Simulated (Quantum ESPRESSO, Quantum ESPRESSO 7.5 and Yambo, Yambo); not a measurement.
**BN (Qingsongite): bands and cutoff in G0W0 with Yambo**

Wanted: a converged G0W0 gap of BN (Qingsongite), or an estimate of the limit.

Program: Quantum ESPRESSO 7.5 and Yambo 5.3.0. Level of theory: PBE and many-body steps on it, plane waves. Results are calculated unless marked as measured.

## Step 1: The starting structure

Symmetry: F-43m, No. 216, cubic system. Conventional cell: a = 3.615 Å, b = 3.615 Å, c = 3.615 Å, α = 90.00°, β = 90.00°, γ = 90.00°. B has 4 N at 1.57 Å nearest. N has 4 B at 1.57 Å nearest. Farther neighbours and most contacts between anions are not listed.

As a file:

```cif
data_structure
_symmetry_space_group_name_H-M 'P 1'
_symmetry_Int_Tables_number 1
_cell_length_a 2.5562
_cell_length_b 2.5562
_cell_length_c 2.5562
_cell_angle_alpha 60.000
_cell_angle_beta 60.000
_cell_angle_gamma 60.000
_cell_volume 11.81
loop_
_atom_site_label
_atom_site_type_symbol
_atom_site_fract_x
_atom_site_fract_y
_atom_site_fract_z
_atom_site_occupancy
B1 B 0.00000 0.00000 0.00000 1
N2 N 0.25000 0.25000 0.25000 1
```

The cell and positions come from the Crystallography Open Database and are kept as given unless a step says otherwise.

## Step 2: Empty states on the mesh, 10×10×10 mesh, 143 bands

This step: Quantum ESPRESSO 7.5; DFT, PBE, plane waves, norm-conserving pseudopotentials.

The sums over transitions need many empty states on a uniform mesh; this step solves for them.

pw.in

```
&control
  calculation = 'nscf'
  prefix = 'x'
  outdir = 'o'
  pseudo_dir = 'pseudo'
/
&system
  ibrav = 0
  nat = 2
  ntyp = 2
  ecutwfc = 72.0
  nbnd = 143
  force_symmorphic = .true.
/
&electrons
  conv_thr = 1e-9
  electron_maxstep = 80
  diago_full_acc = .true.
  diago_thr_init = 5e-6
/
ATOMIC_SPECIES
  B 10.81 B.upf
  N 14.007 N.upf
CELL_PARAMETERS angstrom
  -0.0000000000 1.8075000000 1.8075000000
  1.8075000000 0.0000000000 1.8075000000
  1.8075000000 1.8075000000 -0.0000000000
ATOMIC_POSITIONS crystal
  B 0.0000000000 0.0000000000 0.0000000000
  N 0.2500000000 0.2500000000 0.2500000000
K_POINTS automatic
  10 10 10 0 0 0
```

Command:

```bash
$ OMP_NUM_THREADS=1 mpirun -n 8 pw.x -nk 4 -in pw.in > pw.out
```

Output:

```text
Program PWSCF v.7.5 starts

     This program is part of the open-source Quantum ESPRESSO suite
     for quantum simulation of materials; please cite
         "P. Giannozzi et al., J. Phys.:Condens. Matter 21 395502 (2009);
         "P. Giannozzi et al., J. Phys.:Condens. Matter 29 465901 (2017);
         "P. Giannozzi et al., J. Chem. Phys. 152 154105 (2020);
     in publications or presentations arising from this work. More details at

     Atomic positions and unit cell read from directory:
     o/x.save/

     Message from routine setup:
[...]
194.9141 195.4263 195.4263 197.7941 198.1078 198.6495 198.6495 200.3380
     [... 6 further rows ...]
   269.3325 269.3325 270.4985 274.0674 275.5195 275.5195 280.6660 281.1215
   281.1215 282.1629 282.1629 282.5070 286.6833 286.6833 287.6233

          k = 0.2121 0.2121-0.2121 (   827 PWs)   bands (ev):

     [... further k-points ...]

     highest occupied, lowest unoccupied level (ev):    11.1555   15.6904

     XML data file, pseudopotentials, collected wavefunctions

=------------------------------------------------------------------------------=
   JOB DONE.
=------------------------------------------------------------------------------=
```

Elapsed: 12 s, on 8 MPI ranks of Arm Neoverse V1, shared host; peak memory 0.39 GiB; 94 s of CPU time.

Numbers from this step:

- gap: 4.535 eV
- k of the valence top: 0, 0, 0
- k of the conduction bottom: 0, -0.5, -0.5
- least direct gap: 8.878 eV
- k points computed: 47
- lowest point of the top converged band, above the valence top: 273.9612 eV

On this mesh the gap is 4.535 eV.

The density comes from a self-consistent run that is not shown.

## Step 3: Conversion and set-up

This step: Yambo 5.3.0; conversion and set-up on PBE, plane waves, norm-conserving pseudopotentials.

The states are converted to the many-body program's format and the q mesh is built.

Command:

```bash
$ (cd o/x.save; p2y > p2y.log; mv SAVE ../..); yambo > setup.log
```

Output:

```text
 Yambo, version 5.3.0

 [02] CORE Variables Setup
 =========================

  [02.01] Unit cells
  ==================

  Cell kind             :  FCC
  Atoms in the cell     :  B  N
  number of B  atoms    :  1
  number of N  atoms    :  1

  List of atomic masses
  Mass of B     :  10.81000
  Mass of N     :  14.00700

  List of atomic coordinates    : [cc]
  B1       :  0.000000  0.000000  0.000000  order 1
  N1       :  1.707840  1.707840  1.707840  order 2

  Alat factors          :  3.415680  3.415680  3.415680 [a.u.]
  Direct lattice volume :  79.70059 [a.u.]
[...]
Q [ 1]         [rlu]:  0.000000  0.000000  0.000000
 Q [ 2]         [rlu]: -0.95704E-17 -0.95704E-17  0.10000
 Q [ 3]         [rlu]: -0.16719E-16 -0.16719E-16  0.20000
[...]
Q [ 8]         [rlu]: -0.10781E-16  0.10000      0.20000
 Q [ 9]         [rlu]: -0.16307E-17  0.10000      0.30000
 Q [10]         [rlu]:  0.86048E-18  0.10000      0.40000
     [... 35 further rows ...]
 Q [46]         [rlu]:  0.200000  0.400000 -0.300000
 Q [47]         [rlu]:  0.200000 -0.500000 -0.300000

  [03.01] X indexes
  =================

   [03.01.01] Sigma indexes
   ========================

 [06] Game Over & Game summary
```

Elapsed: 2.3 s, on 1 MPI rank; peak memory 0.24 GiB.

## Step 4: 21 bands, 122.5 eV

Now the one-shot GW correction: screening in the RPA, then the self-energy of the levels asked for.

This step: G0W0 on PBE, plane waves, norm-conserving pseudopotentials.

gw1.in

```
HF_and_locXC
gw0
dyson
ppa
em1d
rim_cut
RandQpts= 1000000
RandGvec= 1 RL
EXXRLvcs= 72 Ry
VXCRLvcs= 288 Ry
Chimod= "HARTREE"
% BndsRnXp
 1 | 21 |
%
NGsBlkXp= 9 Ry
% LongDrXp
 1 | 1 | 1 |
%
% GbndRnge
 1 | 21 |
%
DysSolver= "n"
ExtendOut
PPAPntXp= 27.21138 eV
% QPkrange
 1 | 1 | 3 | 6 |
 31 | 31 | 3 | 6 |
%
```

Command:

```bash
$ OMP_NUM_THREADS=1 mpirun -n 8 yambo -F gw1.in -J gw1 -C gw1 > gw1.log
```

Output:

```text
 Yambo, version 5.3.0

 [02] CORE Variables Setup
 =========================

  [... cell, symmetries and grids as in the set-up ...]

  [02.05] Energies & Occupations
  ==============================

  [X] === General ===
  [X] Electronic Temperature                        :  0.000000  0.000000 [eV K]
  [X] Bosonic    Temperature                        :  0.000000  0.000000 [eV K]
  [X] Finite Temperature mode                       : no
  [X] El. density                                   :  0.67737E+24 [cm-3]
  [X] Fermi Level                                   :  11.15554 [eV]

  [X] === Gaps and Widths ===
  [X] Conduction Band Min                           :  4.534824 [eV]
  [X] Valence Band Max                              :  0.000000 [eV]
  [X] Filled Bands                                  :   4
  [X] Empty Bands                                   :    5  143
  [X] Direct Gap                                    :  8.878136 [eV]
  [X] Direct Gap localized at k                     :  1
  [X] Indirect Gap                                  :  4.534824 [eV]
  [X] Indirect Gap between kpts                     :   1  31
  [X] Last valence band width                       :  6.366837 [eV]
  [X] 1st conduction band width                     :  6.090625 [eV]

 [03] Transferred momenta grid and indexing
 ==========================================

 IBZ Q-points                                      :   47
 BZ  Q-points                                      :  1000

 K/Q-points units:
 rlu = crystal or reduced units; cc = cartesian coordinates; iku = interal k-units

 Q [ 1]         [rlu]:  0.000000  0.000000  0.000000
 Q [ 2]         [rlu]: -0.95704E-17 -0.95704E-17  0.10000
 Q [ 3]         [rlu]: -0.16719E-16 -0.16719E-16  0.20000
 Q [ 4]         [rlu]:  0.86048E-18  0.86048E-18  0.30000
 Q [ 5]         [rlu]: -0.43125E-16 -0.43125E-16  0.40000
 Q [ 6]         [rlu]: -0.10686E-16 -0.10686E-16 -0.50000
 Q [ 7]         [rlu]: -0.86639E-17  0.10000      0.10000
 Q [ 8]         [rlu]: -0.10781E-16  0.10000      0.20000
 Q [ 9]         [rlu]: -0.16307E-17  0.10000      0.30000
 Q [10]         [rlu]:  0.86048E-18  0.10000      0.40000
     [... 35 further rows ...]
 Q [46]         [rlu]:  0.200000  0.400000 -0.300000
 Q [47]         [rlu]:  0.200000 -0.500000 -0.300000

 [04] Coloumb potential Random Integration (RIM)
 ===============================================

  [04.01] RIM initialization
  ==========================

  * Diagonal components only detected *

  8 x (sBL volume)        :  0.024898 [a.u.]
  sBZ random points       :  1000000
  Points outside the sBZ  :   7999624
  RL volume               :  3.112276 [a.u.]
  Integrated volume       :  3.112422 [a.u.]

  [04.02] RIM integrals
  =====================

  Gamma point sphere radius             :  0.052967 [a.u.]
  Points outside the sphere             :   799635
  [Int_sBZ(q=0) 1/q^2]*(Vol_sBZ)^(-1/3) =:  7.763403
                                 should be <:  7.795600

  Summary of Coulomb integrals for non-metallic bands |Q|[au] RIM/Bare

  Q [1] 0.100000E-4 0.995870 * Q [2] 0.159306 1.065375
  Q [7] 0.183951 1.063621 * Q [15] 0.260146 1.025346
  Q [8] 0.305049 1.019240 * Q [3] 0.318613 1.016906
  Q [16] 0.367902 1.013309 * Q [14] 0.400912 1.010248
  Q [32] 0.411327 1.010321 * Q [9] 0.450587 1.008591
  Q [17] 0.477919 1.007725 * Q [4] 0.477919 1.007625
[...]
Q [26] 0.915146 1.001909 * Q [31] 0.919756 1.002012
  Q [43] 0.919756 1.001892 * Q [44] 0.937971 1.001952
  Q [46] 0.951403 1.001765 * Q [30] 0.955839 1.001956
  Q [47] 0.990608 1.001767

 [WARNING] [Xp] User bands 1-21 break level degeneracy

 [05] Dipoles
 ============

  [05.01] Setup: observables and procedures
  =========================================

 [06] Dynamic Dielectric Matrix (PPA)
 ====================================

 [SLK-Inversion]  Pools        :  2
 [SLK-Inversion]  BLACS grid   :  2  2

 [WR./gw1//ndb.pp]---------------------------------------------------------------
  Brillouin Zone Q/K grids (IBZ/BZ)                :    47  1000    47  1000
  RL vectors                                       :  1211 [WF]
  Coulomb cutoff potential                         : none
  Electronic Temperature                           :  0.000000 [K]
  Bosonic    Temperature                           :  0.000000 [K]
  PPA    diel. fun.  energies                      : Perdew, Burke & Ernzerhof(X)+Perdew, Burke & Ernzerhof(C)
  wavefunctions                                    : Perdew, Burke & Ernzerhof(X)+Perdew, Burke & Ernzerhof(C)
  Global Gauge                                     : length
  X matrix size                                    :   51
  X band range                                     :   1  21
  X e/h energy range                               : -1.000000 -1.000000 [eV]
  X Time ordering                                  : R
  X Hxc Kernel                                     : HARTREE
  X Drude frequency                                :  0.000000  0.000000
  X poles                                          :  100.0000 [o/o]
  RL vectors in the sum                            :  1211
  [r,Vnl] included                                 : yes
  Field direction                                  :  0.577350E-5  0.577350E-5  0.577350E-5
  BZ energy Double Grid                            : no
  BZ energy DbGd points                            : 0
  BZ Q point size factor                           : -1.000000
  X Optical Averaged directions                    : none

 [07] Local Exchange-Correlation + Non-Local Fock
 ================================================

 [VXC] Plane waves :   6615
 [EXS] Plane waves :   893

 QP @ state[ 1 ] K range:  1  1
 QP @ state[ 1 ] b range:   3   6
 QP @ state[ 2 ] K range:  31  31
 QP @ state[ 2 ] b range:   3   6

 [xc] Functional : Perdew, Burke & Ernzerhof(X)+Perdew, Burke & Ernzerhof(C)
 [xc] LIBXC used to calculate xc functional
  PP Number of Atomic Species                      :  2
  NLCC RL compoments                               :   6615
  PP Number of Atomic Species                      :  2
  NLCC RL compoments                               :   6615

 [xc] E_xc :  -3.728768 [Ha]
      E_xc :  -7.457535 [Ry]

  Local XC kind (lXC) : Perdew, Burke & Ernzerhof(X)+Perdew, Burke & Ernzerhof(C)
  Non-Local XC kind (nlXC) : Hartree-Fock

  Corrections @ K [1] :  [eV]
 <3|nlXC|3> = -22.02077 -0.85936E-17 <3|lXC|3> = -18.51941 -0.75527E-15
 <4|nlXC|4> = -22.02078 -0.33345E-17 <4|lXC|4> = -18.51941  0.000000
 <5|nlXC|5> = -7.184726 -0.73215E-18 <5|lXC|5> = -13.77832 -0.18882E-15
 <6|nlXC|6> = -7.184727 -0.52443E-18 <6|lXC|6> = -13.77832  0.23602E-16

  Corrections @ K [31] :  [eV]
 <3|nlXC|3> = -21.61696 -0.90501E-18 <3|lXC|3> = -16.49611 -0.10031E-15
 <4|nlXC|4> = -21.61696  0.16424E-16 <4|lXC|4> = -16.49611 -0.10621E-15
 <5|nlXC|5> = -7.430741 -0.29971E-18 <5|lXC|5> = -12.57005  0.23602E-16
 <6|nlXC|6> = -6.801006 -0.27387E-18 <6|lXC|6> = -12.69606  0.28323E-15

 [08] Dyson equation: Newton solver
 ==================================

  [08.01] G0W0 (W PPA)
  ====================

  [  GW  ] Bands range     :   1  21
  [GW/PPA] G damping       :  0.100000 [eV]

  QP @ state[ 1 ] K range:  1  1
  QP @ state[ 1 ] b range:   3   6
  QP @ state[ 2 ] K range:  31  31
  QP @ state[ 2 ] b range:   3   6

   Sc/G bands                                       :   1  21
   Sc/G damping                                     :  0.100000 ev
   Sc bands terminator                              : no
   Sx RL components                                 :   893

   QP @ state[ 1 ] K range                          :  1  1
   QP @ state[ 1 ] b range                          :   3   6
   QP @ state[ 2 ] K range                          :  31  31
   QP @ state[ 2 ] b range                          :   3   6
   GF energies kind                                 : Perdew, Burke & Ernzerhof(X)+Perdew, Burke & Ernzerhof(C)
   GF WF`s kind                                     : Perdew, Burke & Ernzerhof(X)+Perdew, Burke & Ernzerhof(C)
   Xs energies kind                                 : Perdew, Burke & Ernzerhof(X)+Perdew, Burke & Ernzerhof(C)
   Xs WF`s kind                                     : Perdew, Burke & Ernzerhof(X)+Perdew, Burke & Ernzerhof(C)

 [11] Game Over & Game summary
```

Elapsed: 28 s, on 8 MPI ranks; peak memory 2.6 GiB; 3.6 min of CPU time.

This step gave:

* G0W0 gap on the points computed: 5.823 eV
* starting gap on the mesh: 4.535 eV
* k of the valence top: 0, 0, 0
* k of the conduction bottom: 0, -0.5, -0.5
* least direct G0W0 gap on the computed points: 10.87 eV
* Z at the valence top: 0.8320
* Z at the conduction bottom: 0.8570

The gap on the mesh goes from 4.53 eV to 5.82 eV, a correction of +1.29 eV.

[end of part 1 of 2]

[Paths, hosts, dates, memory and timing lines, banners, echoed tables and standing remarks are left out of the program output.]

[Logs are printed without paths, hosts, clocks, repeated set-up lines and the standing remarks that a program may print on its own settings, such as how far it seeks lower states.]

[Runs of the session that timed out or met a known fault of the program may be left out.]

[Hosts, paths, dates, database ids (printed as entryN), source tags and the programs' standing remarks are cut or masked in the printed files.]
